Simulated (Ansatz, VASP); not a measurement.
# GaP in two plane-wave programs, part 2 of 2

Wanted: the spread between two codes on one cell, functional and k mesh. The cell is taken from a series of VASP runs on this material, whose earlier steps may have relaxed, scaled or displaced it; both programs get it as it stands. Other levels of theory on this material are compared in a session of their own.

VASP 6.6.1 and Ansatz 0.2.0.

So far, gap on path (eV): step 4 (differences) 1.60.

### Step 6. VASP: band structure, LDA

Level of this step: LDA; plane waves and PAW (Ga_d, P) (VASP).

The same cell, functional (in two slightly different forms), mesh and smearing now go to VASP, with its own data sets and cutoff.

The input, INCAR:

```
SYSTEM = GaP
PREC = Accurate
ENCUT = 350
EDIFF = 1E-06
NELM = 100
ISMEAR = 0
SIGMA = 0.03
LREAL = .FALSE.
ALGO = Normal
GGA = CA
NBANDS = 21
LORBIT = 11
LWAVE = .FALSE.
LCHARG = .FALSE.
KPAR = 4
```

The input, POSCAR:

```
GaP
1.0
    0.0000000000      2.6963137092      2.6963137092
    2.6963137092      0.0000000000      2.6963137092
    2.6963137092      2.6963137092      0.0000000000
Ga P
1 1
Direct
    0.0000000000      0.0000000000      0.0000000000
    0.7500000000      0.7500000000      0.7500000000
```

The input, KPOINTS:

```
Automatic mesh
0
Gamma
8 8 8
0 0 0
```

The input, KPOINTS_OPT:

```
Line mode
10
Line-mode
Reciprocal
  0.00000000   0.00000000   0.00000000 GAMMA
  0.50000000   0.00000000   0.50000000 X

  0.50000000   0.00000000   0.50000000 X
  0.50000000   0.25000000   0.75000000 W

  0.50000000   0.25000000   0.75000000 W
  0.37500000   0.37500000   0.75000000 K

  0.37500000   0.37500000   0.75000000 K
  0.00000000   0.00000000   0.00000000 GAMMA

  0.00000000   0.00000000   0.00000000 GAMMA
  0.50000000   0.50000000   0.50000000 L

  0.50000000   0.50000000   0.50000000 L
  0.62500000   0.25000000   0.62500000 U

  0.62500000   0.25000000   0.62500000 U
  0.50000000   0.25000000   0.75000000 W

  0.50000000   0.25000000   0.75000000 W
  0.50000000   0.50000000   0.50000000 L

  0.50000000   0.50000000   0.50000000 L
  0.37500000   0.37500000   0.75000000 K

  0.62500000   0.25000000   0.62500000 U
  0.50000000   0.00000000   0.50000000 X
```

PAW data sets: Ga_d and P (LDA family, release 64).

Launch:

```console
> mpirun -np 4 vasp_std
```

Numbers of over 12 decimals in the logs are rounded to 6 here.

What it wrote:

```text
[banner, memory and clock lines left out]
running    4 mpi-ranks, on    1 nodes
[...]
LDA part: xc-table for (Slater(with rela. corr.)+CA(PZ))
 , standard interpolation
 POSCAR, INCAR and KPOINTS ok, starting setup
[...]
entering main loop
       N       E                     dE             d eps       ncg     rms          rms(c)
DAV:   1     0.897806605957E+02    0.89781E+02   -0.67607E+03  1348   0.102E+03
DAV:   2    -0.209162401290E+01   -0.91872E+02   -0.85443E+02  1292   0.271E+02
DAV:   3    -0.106316990972E+02   -0.85401E+01   -0.84698E+01  1430   0.586E+01
DAV:   4    -0.107820545650E+02   -0.15036E+00   -0.15027E+00  1465   0.810E+00
[...]
DAV:  10    -0.104507006434E+02    0.49669E-05   -0.46094E-05  1843   0.739E-02    0.276E-02
DAV:  11    -0.104507064798E+02   -0.58364E-05   -0.98688E-06  1445   0.325E-02    0.107E-02
DAV:  12    -0.104507062568E+02    0.22298E-06   -0.33094E-07   935   0.430E-03
   1 F= -.10450706E+02 E0= -.10450706E+02  d E =-.881706E-13
 Start KPOINTS_OPT (optional k-point list driver)
k-point batch [1-29\100]
       N       E                     dE             ncg
DAV:   1    -0.137361678572E+03   -0.13821E+05     1341
DAV:   2    -0.272542637030E+04   -0.25881E+04     1313
DAV:   3    -0.298042961828E+04   -0.25500E+03     1486
DAV:   4    -0.298511630120E+04   -0.46867E+01     1514
DAV:   5    -0.298517089344E+04   -0.54592E-01     1474
DAV:   6    -0.298517263427E+04   -0.17408E-02     1745
DAV:   7    -0.298517265895E+04   -0.24678E-04     1448
DAV:   8    -0.298517265989E+04   -0.94325E-06     1289
[...]
k-point batch [88-100\100]
       N       E                     dE             ncg
DAV:   1     0.835151703144E+04   -0.72406E+04      610
DAV:   2     0.710047109124E+04   -0.12510E+04      588
DAV:   3     0.698412863178E+04   -0.11634E+03      685
DAV:   4     0.698210583023E+04   -0.20228E+01      629
DAV:   5     0.698208327038E+04   -0.22560E-01      661
DAV:   6     0.698208254093E+04   -0.72945E-03      780
DAV:   7     0.698208253379E+04   -0.71381E-05      674
DAV:   8     0.698208253351E+04   -0.28412E-06      567
```

From OUTCAR (step 6):

```text
  Total       -0.0342214     -0.0342214     -0.0342214      0.0000000      0.0000000     -0.0000000
  in kB       -1.3985137     -1.3985137     -1.3985137      0.0000000      0.0000000     -0.0000000
  external PRESSURE =      -1.3985137 kB  Pullay stress =       0.0000000 kB

 POSITION                                       TOTAL-FORCE (eV/Angst)
 -----------------------------------------------------------------------------------
      0.00000      0.00000      0.00000        -0.000000      0.000000      0.000000
      4.04447      4.04447      4.04447         0.000000     -0.000000     -0.000000
 -----------------------------------------------------------------------------------
    total drift:                               -0.000001     -0.000001     -0.000002

  FREE ENERGIE OF THE ION-ELECTRON SYSTEM (eV)
  ---------------------------------------------------
  free  energy   TOTEN  =       -10.4507062568 eV

  energy  without entropy=      -10.4507062568  energy(sigma->0) =      -10.45070626

[... 1 part as in an earlier step ...]

[... 2 further parts left out ...]
[key lines of the parts left out:]
E-fermi :   4.9776
```

The run ends at a pressure of -0.14 GPa.

### Step 7. Differences

What differs besides the data sets and the points named for the pairs above, as far as they apply: the two LDA forms differ slightly; VASP's log shows a relativistic correction to its local exchange, Ansatz's none. Total energies have different zeros and are not compared.

Compared:

| quantity | Ansatz | VASP | difference |
| --- | --- | --- | --- |
| pressure (GPa) | -0.07 | -0.14 | +0.07 |
| gap over the path points (eV) | 1.388 | 1.388 | -0.001 |

Levels at points of the path, from each program's valence-band top (eV; 3 filled, then empty):

| k (reciprocal lattice) | Ansatz | VASP |
| --- | --- | --- |
| 0.000 0.000 0.000 | 0.00 0.00 0.00 1.88 3.78 3.78 | 0.00 0.00 0.00 1.90 3.78 3.78 |
| 0.167 0.000 0.167 | -2.30 -1.07 -1.07 2.65 3.81 5.37 | -2.29 -1.07 -1.07 2.65 3.82 5.38 |
| 0.333 0.000 0.333 | -5.16 -2.35 -2.35 1.56 2.76 8.21 | -5.15 -2.35 -2.35 1.57 2.77 8.24 |
| 0.444 0.000 0.444 | -6.71 -2.77 -2.77 1.39 1.83 10.16 | -6.70 -2.77 -2.77 1.39 1.84 10.20 |
| 0.500 0.000 0.500 | -7.00 -2.82 -2.82 1.43 1.65 10.66 | -6.99 -2.82 -2.82 1.43 1.65 10.70 |
| 0.500 0.083 0.583 | -6.95 -3.09 -3.06 1.99 2.21 9.43 | -6.94 -3.09 -3.06 1.99 2.22 9.47 |
| 0.500 0.194 0.694 | -6.81 -3.68 -3.55 3.86 4.10 6.88 | -6.80 -3.68 -3.55 3.87 4.11 6.90 |
| 0.500 0.250 0.750 | -6.78 -3.77 -3.63 4.60 4.90 6.00 | -6.77 -3.78 -3.63 4.60 4.92 6.01 |
| 0.458 0.292 0.750 | -6.78 -3.96 -3.26 3.67 4.84 6.47 | -6.77 -3.96 -3.26 3.68 4.86 6.49 |
| 0.403 0.347 0.750 | -6.78 -4.14 -2.52 2.24 4.75 7.75 | -6.77 -4.14 -2.52 2.25 4.76 7.77 |

Among the levels compared at these points, filled levels agree within 11 meV and empty ones within 35 meV. Ansatz's pressure holds a Pulay correction of 0.05 GPa; VASP's holds none.

### Step 8. VASP: band structure, LDA, spin-orbit coupling

The same path points are solved in both programs, so levels can be compared one by one. The cell compared in this pair holds 40.48 Å³, against 39.20 Å³ for the pair before.

INCAR: that of step 6 with these lines changed.

```diff
@@ -10,3 +10,8 @@
 GGA = CA
-NBANDS = 21
+LNONCOLLINEAR = .TRUE.
+MAGMOM = 0 0 0 0 0 0
+NBANDS = 30
+GGA_COMPAT = .FALSE.
+LASPH = .TRUE.
+LSORBIT = .TRUE.
 LORBIT = 11
```

The input, POSCAR:

```
GaP
1.0
    0.0000000000      2.7252500000      2.7252500000
    2.7252500000      0.0000000000      2.7252500000
    2.7252500000      2.7252500000      0.0000000000
Ga P
1 1
Direct
    0.0000000000      0.0000000000      0.0000000000
    0.7500000000      0.7500000000      0.7500000000
```

The input, KPOINTS:

```
Automatic mesh
0
Gamma
6 6 6
0 0 0
```

KPOINTS_OPT is that of step 6.

Launch:

```console
> mpirun -np 4 vasp_ncl
```

What it wrote:

```text
[... set-up lines as in an earlier step ...]
 entering main loop
       N       E                     dE             d eps       ncg     rms          rms(c)
DAV:   1     0.110817062869E+03    0.11082E+03   -0.68005E+03  1450   0.142E+03
DAV:   2     0.400583944898E+01   -0.10681E+03   -0.10101E+03  1396   0.369E+02
DAV:   3    -0.102756020607E+02   -0.14281E+02   -0.14117E+02  1552   0.103E+02
DAV:   4    -0.107429046532E+02   -0.46730E+00   -0.46643E+00  1620   0.205E+01
[...]
DAV:  11    -0.104314208303E+02    0.24046E-05   -0.57927E-05  1854   0.127E-01    0.120E-02
DAV:  12    -0.104314240914E+02   -0.32611E-05   -0.73994E-06  1468   0.256E-02    0.849E-03
DAV:  13    -0.104314239649E+02    0.12649E-06   -0.35160E-07  1014   0.754E-03
   1 F= -.10431424E+02 E0= -.10431424E+02  d E =-.507426E-24  mag=    -0.0000     0.0000    -0.0000
 Start KPOINTS_OPT (optional k-point list driver)
k-point batch [1-22\100]
       N       E                     dE             ncg
DAV:   1     0.254846608337E+03   -0.86124E+04     1482
DAV:   2    -0.203356174234E+04   -0.22884E+04     1382
DAV:   3    -0.233039738011E+04   -0.29684E+03     1624
DAV:   4    -0.233934657147E+04   -0.89492E+01     1670
DAV:   5    -0.233953876940E+04   -0.19220E+00     1668
DAV:   6    -0.233954867374E+04   -0.99043E-02     2024
DAV:   7    -0.233954876359E+04   -0.89847E-04     1692
DAV:   8    -0.233954876474E+04   -0.11542E-05     1440
DAV:   9    -0.233954876491E+04   -0.16603E-06     1108
[...]
k-point batch [89-100\100]
       N       E                     dE             ncg
DAV:   1     0.476177937992E+04   -0.63214E+04      802
DAV:   2     0.350652939283E+04   -0.12552E+04      740
DAV:   3     0.334078587823E+04   -0.16574E+03      876
DAV:   4     0.333573210855E+04   -0.50538E+01      882
DAV:   5     0.333563198024E+04   -0.10013E+00      910
DAV:   6     0.333562644391E+04   -0.55363E-02     1092
DAV:   7     0.333562638816E+04   -0.55752E-04      944
DAV:   8     0.333562638757E+04   -0.59249E-06      744
```

From OUTCAR (step 8):

```text
  Total       -0.7278647     -0.7278647     -0.7278647      0.0000000      0.0000000     -0.0000000
  in kB      -28.8079392    -28.8079392    -28.8079392      0.0000000      0.0000000     -0.0000000
  external PRESSURE =     -28.8079392 kB  Pullay stress =       0.0000000 kB

 POSITION                                       TOTAL-FORCE (eV/Angst)
 -----------------------------------------------------------------------------------
      0.00000      0.00000      0.00000        -0.000000     -0.000000     -0.000000
      4.08788      4.08788      4.08788         0.000000      0.000000      0.000000
 -----------------------------------------------------------------------------------
    total drift:                                0.000000      0.000000      0.000000

  FREE ENERGIE OF THE ION-ELECTRON SYSTEM (eV)
  ---------------------------------------------------
  free  energy   TOTEN  =       -10.4314239649 eV

  energy  without entropy=      -10.4314239649  energy(sigma->0) =      -10.43142396

 magnetization (x)
# of ion       s       p       d       tot
------------------------------------------
    1       -0.000  -0.000  -0.000  -0.000
    2        0.000   0.000   0.000   0.000
--------------------------------------------------
tot          0.000  -0.000  -0.000  -0.000

 magnetization (y)
# of ion       s       p       d       tot
------------------------------------------
    1        0.000   0.000   0.000   0.000
    2        0.000   0.000   0.000   0.000
--------------------------------------------------
tot          0.000   0.000   0.000   0.000

 magnetization (z)
# of ion       s       p       d       tot
------------------------------------------
    1       -0.000   0.000  -0.000  -0.000
    2        0.000  -0.000   0.000  -0.000
--------------------------------------------------
tot         -0.000  -0.000  -0.000  -0.000

[... 1 part as in an earlier step ...]

[... 2 further parts left out ...]
[key lines of the parts left out:]
E-fermi :   4.7465
```

The run ends at a pressure of -2.88 GPa.

### Step 9. Ansatz: band structure, LDA, spin-orbit coupling

The same cell, functional (in two slightly different forms), mesh and smearing now go to Ansatz, which takes its cutoff from its data sets.

The cell is taken from a series of VASP runs on this material, whose earlier steps may have relaxed, scaled or displaced it; both programs get it as it stands.

The input, input.yaml:

```yaml
crystal:
  lattice:
    - [0.0, 2.72525, 2.72525]
    - [2.72525, 0.0, 2.72525]
    - [2.72525, 2.72525, 0.0]
  atoms:
    - { symbol: Ga, position: [0.0, 0.0, 0.0] }
    - { symbol: P, position: [0.75, 0.75, 0.75] }
hamiltonian:
  xc: lda
  pseudopotentials: { kind: paw_fr }
magnetization:
  noncollinear: true
  spin_orbit: true
kpoints:
  mp_grid: { grid: [6, 6, 6] }
  band_path:
    path:
      - [0.0, 0.0, 0.0]
      - [0.16667, 0.0, 0.16667]
      - [0.33333, 0.0, 0.33333]
      - [0.44444, 0.0, 0.44444]
      - [0.5, 0.0, 0.5]
      - [0.5, 0.08333, 0.58333]
      - [0.5, 0.19444, 0.69444]
      - [0.5, 0.25, 0.75]
      - [0.45833, 0.29167, 0.75]
      - [0.40278, 0.34722, 0.75]
      - [0.375, 0.375, 0.75]
      - [0.20833, 0.20833, 0.41667]
      - [0.08333, 0.08333, 0.16667]
      - [0.0, 0.0, 0.0]
      - [0.22222, 0.22222, 0.22222]
      - [0.38889, 0.38889, 0.38889]
      - [0.51389, 0.47222, 0.51389]
      - [0.55556, 0.38889, 0.55556]
      - [0.61111, 0.27778, 0.61111]
      - [0.61111, 0.25, 0.63889]
      - [0.56944, 0.25, 0.68056]
      - [0.51389, 0.25, 0.73611]
      - [0.5, 0.27778, 0.72222]
      - [0.5, 0.38889, 0.61111]
      - [0.5, 0.47222, 0.52778]
      - [0.48611, 0.48611, 0.52778]
      - [0.43056, 0.43056, 0.63889]
      - [0.38889, 0.38889, 0.72222]
      - [0.59722, 0.19444, 0.59722]
      - [0.55556, 0.11111, 0.55556]
      - [0.5, 0.0, 0.5]
    npoints: 1
scf:
  occupations: { method: gaussian, width: 0.03 }
  n_extra_bands: 14
output:
  forces: true
  stress: true
  eigenvalues: true
```

Launch:

```console
> ansatz run input.yaml --threads 2 --pin off --max-ram 4608MiB --backend cpu --events-out ev --progress --plain --runs-dir out
```

What it wrote:

```text
[...]
non-collinear run that drives no moment, with spin-orbit: no starting moment large enough to seed its density (crystal.atoms[].spin), no starting occupations that ask for one, no magnetisation constraint and no magnetic field, so the semilocal B_xc is pinned to zero
Crystal: 2 atoms, lattice volume = 40.481 Å³
Basis set: ecut = 420 eV, 749 PW (Γ)
[...]
k-point 1: bands = [... 14 lower, 6.4370, 6.4370, 6.4999, 6.5040, 9.0900, 9.0900, 11.1236, 11.1236, ... 10 higher]
  k-point 2: bands = [... 14 lower, 5.8930, 5.8930, 5.9623, 5.9659, 8.5717, 8.5717, 11.5205, 11.5205, ... 10 higher]
  k-point 15: bands = [... 14 lower, 3.4160, 3.4340, 3.5117, 3.5576, 10.1762, 10.2044, 10.3634, 10.3778, ... 10 higher]
[key lines of the parts left out:]
SCF converged after 7 iterations
Magnetization: |M| = 0.0000 μB,  M = (+0.0000, +0.0000, +0.0000) μB
Free energy (F): -4433.815339 eV
Fermi energy:    7.607896 eV
P = ⅓ Tr σ = -2.7458 GPa (-27.458 kbar)
```

The job ended after 9.5 s (2 threads of Arm Neoverse N1, shared host; peak memory 0.39 GiB; 18 s of CPU time).

### Step 10. Differences

What differs besides the data sets and the points named for the pairs above, as far as they apply: spin-orbit coupling enters by fully relativistic files in Ansatz and inside the spheres in VASP. Total energies have different zeros and are not compared.

The two programs side by side:

| quantity | Ansatz | VASP | difference |
| --- | --- | --- | --- |
| pressure (GPa) | -2.75 | -2.88 | +0.13 |
| gap over the path points (eV) | 1.410 | 1.411 | -0.002 |

Levels at points of the path, from each program's valence-band top (eV; 6 filled, then empty):

| k (reciprocal lattice) | Ansatz | VASP |
| --- | --- | --- |
| 0.000 0.000 0.000 | -0.09 -0.09 0.00 0.00 0.00 0.00 1.58 1.58 3.64 3.64 3.81 3.81 | -0.09 -0.09 0.00 0.00 0.00 0.00 1.60 1.60 3.64 3.64 3.82 3.82 |
| 0.167 0.000 0.167 | -2.35 -2.35 -1.06 -1.06 -1.03 -1.03 2.62 2.62 3.60 3.60 5.24 5.24 | -2.34 -2.34 -1.06 -1.06 -1.03 -1.03 2.62 2.62 3.61 3.61 5.25 5.25 |
| 0.333 0.000 0.333 | -5.13 -5.13 -2.29 -2.29 -2.27 -2.27 1.58 1.58 2.74 2.74 8.01 8.01 | -5.12 -5.12 -2.29 -2.29 -2.27 -2.27 1.58 1.58 2.74 2.74 8.03 8.03 |
| 0.444 0.000 0.444 | -6.61 -6.61 -2.70 -2.70 -2.68 -2.68 1.41 1.41 1.84 1.84 9.88 9.88 | -6.60 -6.60 -2.70 -2.70 -2.68 -2.68 1.41 1.41 1.84 1.84 9.91 9.91 |
| 0.500 0.000 0.500 | -6.88 -6.88 -2.75 -2.75 -2.73 -2.73 1.46 1.46 1.64 1.64 10.34 10.34 | -6.87 -6.87 -2.75 -2.75 -2.73 -2.73 1.46 1.46 1.65 1.65 10.37 10.37 |
| 0.500 0.083 0.583 | -6.84 -6.83 -3.02 -3.00 -2.98 -2.95 1.99 2.02 2.19 2.19 9.20 9.22 | -6.83 -6.82 -3.01 -3.00 -2.98 -2.95 1.99 2.02 2.19 2.20 9.23 9.26 |
| 0.500 0.194 0.694 | -6.71 -6.70 -3.57 -3.55 -3.46 -3.41 3.81 3.84 3.99 4.01 6.71 6.77 | -6.70 -6.69 -3.57 -3.55 -3.46 -3.41 3.82 3.84 4.00 4.02 6.72 6.79 |
| 0.500 0.250 0.750 | -6.68 -6.67 -3.66 -3.65 -3.53 -3.48 4.55 4.56 4.72 4.75 5.86 5.96 | -6.67 -6.66 -3.67 -3.65 -3.53 -3.48 4.56 4.56 4.73 4.76 5.87 5.98 |
| 0.458 0.292 0.750 | -6.67 -6.66 -3.84 -3.82 -3.17 -3.14 3.61 3.62 4.74 4.74 6.33 6.38 | -6.66 -6.65 -3.84 -3.82 -3.17 -3.14 3.62 3.63 4.75 4.75 6.35 6.40 |
| 0.403 0.347 0.750 | -6.68 -6.67 -4.01 -3.99 -2.45 -2.44 2.22 2.24 4.66 4.66 7.59 7.61 | -6.67 -6.66 -4.01 -3.99 -2.45 -2.44 2.23 2.24 4.67 4.67 7.62 7.64 |

Among the levels compared at these points, filled levels agree within 11 meV and empty ones within 32 meV. Ansatz's pressure holds a Pulay correction of 0.04 GPa; VASP's holds none.

### Step 11. Outcome

| Item | Value |
| --- | --- |
| difference in gap over the path points (band structure, PBE) | 0.0031 eV |
| difference in gap over the path points (band structure, LDA) | -8.0e-4 eV |
| difference in gap over the path points (band structure, LDA, spin-orbit coupling) | -0.0015 eV |

In words: The difference in gap over the path points is 0.0031 eV (band structure, PBE), within the 0.08 eV picked in this series as the mark of a large difference. 3 further runs of this series are not shown here. How closely two codes agree says nothing of how well the functional describes the real material.

[Lines on the potential files, build, host, timing and source positions are cut from VASP's logs without a mark.]

[Logs are printed without paths, hosts, clocks, repeated set-up lines and the standing remarks that a program may print on its own settings, such as how far it seeks lower states.]

[Hosts, paths, dates, database ids (printed as entryN), source tags and the programs' standing remarks are cut or masked in the printed files.]
